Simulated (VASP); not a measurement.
Runs of VASP 6.6.1 on AlN. The cell holds a slab with vacuum, 24 atoms: a = 3.113 Å, b = 4.981 Å, c = 30.378 Å, α = 90.00°, β = 90.00°, γ = 90.00°. 

```csv
task,level,potentials or basis,cell,k mesh,mesh quality,gap on the mesh (eV),largest force (eV/Å)
relaxation of the atoms,PBEsol,"VASP PAW PBE potentials, release 64 (Al, N)",atoms relaxed,8 × 6 × 1,not flagged,2.78,0.01
work function,PBEsol,"VASP PAW PBE potentials, release 64 (Al, N)",as given,8 × 6 × 1,not flagged,2.78,0.01
work function,LDA,"VASP PAW LDA potentials, release 64 (Al, N)",as given,8 × 6 × 1,not flagged,2.77,(a)
work function,PBEsol,"VASP PAW PBE potentials, release 64 (Al, N)",as given,4 × 4 × 1,coarse,2.78,0.02
```

Alike in all rows: no spin polarisation; cutoff (eV) 520; smearing gaussian 0.05 eV.

Problem. Estimate the missing entries.

Solution. (a) 0.33.

Caveats: some runs use coarse meshes; the PAW data sets were made with another functional, which shifts forces and pressure a little (some runs).

A k mesh can miss the band edges.

Runs at the PBE level aren't shown here.
